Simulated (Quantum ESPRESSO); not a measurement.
Here is a Quantum ESPRESSO 7.5 calculation.

pw.in

```
&CONTROL
  calculation = 'scf'
  prefix = 'pwscf'
  outdir = './tmp'
  pseudo_dir = './pseudo'
  tprnfor = .true.
  tstress = .true.
  disk_io = 'low'
/
&SYSTEM
  ibrav = 0
  nat = 2
  ntyp = 2
  ecutwfc = 86
  nbnd = 26
  occupations = 'smearing'
  smearing = 'fd'
  degauss = 0.00367493
/
&ELECTRONS
  conv_thr = 4d-10
  electron_maxstep = 120
  mixing_beta = 0.5
/
ATOMIC_SPECIES
Se    78.9710 Se.upf
Zn    65.3800 Zn.upf
CELL_PARAMETERS angstrom
   0.0000000000    2.8338000000    2.8338000000
   2.8338000000    0.0000000000    2.8338000000
   2.8338000000    2.8338000000    0.0000000000
ATOMIC_POSITIONS crystal
Se     0.7500000000    0.7500000000    0.7500000000
Zn     0.0000000000    0.0000000000    0.0000000000
K_POINTS automatic
4 4 4 1 1 1
```

Contents of gamma.in:

```
&CONTROL
  calculation = 'bands'
  prefix = 'pwscf'
  outdir = './tmp'
  pseudo_dir = './pseudo'
  disk_io = 'low'
  verbosity = 'high'
/
&SYSTEM
  ibrav = 0
  nat = 2
  ntyp = 2
  ecutwfc = 86
  nbnd = 26
  occupations = 'smearing'
  smearing = 'fd'
  degauss = 0.00367493
/
&ELECTRONS
  conv_thr = 1d-08
  electron_maxstep = 120
  mixing_beta = 0.5
  diago_full_acc = .true.
  startingwfc = 'random'
/
ATOMIC_SPECIES
Se    78.9710 Se.upf
Zn    65.3800 Zn.upf
CELL_PARAMETERS angstrom
   0.0000000000    2.8338000000    2.8338000000
   2.8338000000    0.0000000000    2.8338000000
   2.8338000000    2.8338000000    0.0000000000
ATOMIC_POSITIONS crystal
Se     0.7500000000    0.7500000000    0.7500000000
Zn     0.0000000000    0.0000000000    0.0000000000
K_POINTS crystal
1
0.0 0.0 0.0 1
```

scf2.in

```
&CONTROL
  calculation = 'scf'
  prefix = 'pwscf'
  outdir = './tmp'
  pseudo_dir = './pseudo'
  tprnfor = .true.
  tstress = .true.
  disk_io = 'low'
/
&SYSTEM
  ibrav = 0
  nat = 2
  ntyp = 2
  ecutwfc = 86
  nbnd = 26
  occupations = 'fixed'
/
&ELECTRONS
  conv_thr = 1d-13
  electron_maxstep = 120
  mixing_beta = 0.5
  startingpot = 'file'
/
ATOMIC_SPECIES
Se    78.9710 Se.upf
Zn    65.3800 Zn.upf
CELL_PARAMETERS angstrom
   0.0000000000    2.8338000000    2.8338000000
   2.8338000000    0.0000000000    2.8338000000
   2.8338000000    2.8338000000    0.0000000000
ATOMIC_POSITIONS crystal
Se     0.7500000000    0.7500000000    0.7500000000
Zn     0.0000000000    0.0000000000    0.0000000000
K_POINTS automatic
4 4 4 1 1 1
```

The input ph.in:

```
dielectric of ZnSe
&INPUTPH
  prefix = 'pwscf'
  outdir = './tmp'
  tr2_ph = 1d-18
  fildyn = 'dyn'
  niter_ph = 90
  alpha_mix(1) = 0.7
  epsil = .true.
  trans = .false.
  zeu = .true.
/
0.0000000000 0.0000000000 0.0000000000
```

Potentials or basis: Ansatz NC SR PBE.

Launch:

```sh
$ OMP_NUM_THREADS=1 pw.x -in pw.in > pw.out
$ OMP_NUM_THREADS=1 pw.x -in gamma.in > gamma.out
$ OMP_NUM_THREADS=1 pw.x -in scf2.in > scf2.out
$ OMP_NUM_THREADS=1 ph.x -in ph.in > ph.out
```

(1) Predict the electronic dielectric tensor (diagonal).

(2) Estimate the Born charges (mean of the diagonal).

(3) Estimate the pressure.

Answers

(1) 7.36.

(2) Se -2.07; Zn +2.05 e.

(3) 2.1 GPa.

Caveat: the mesh is thin for the dielectric tensor, Born charges and intensities, which usually come out too large.

**Experimental background.**

From a printed reference work, textbook, for a bulk crystal of ZnSe: high-frequency dielectric constant 5.9.

Against the measured high-frequency dielectric constant of ZnSe, 5.9 (a printed reference work, textbook), the calculated 7.36 is off by +24.7 %.
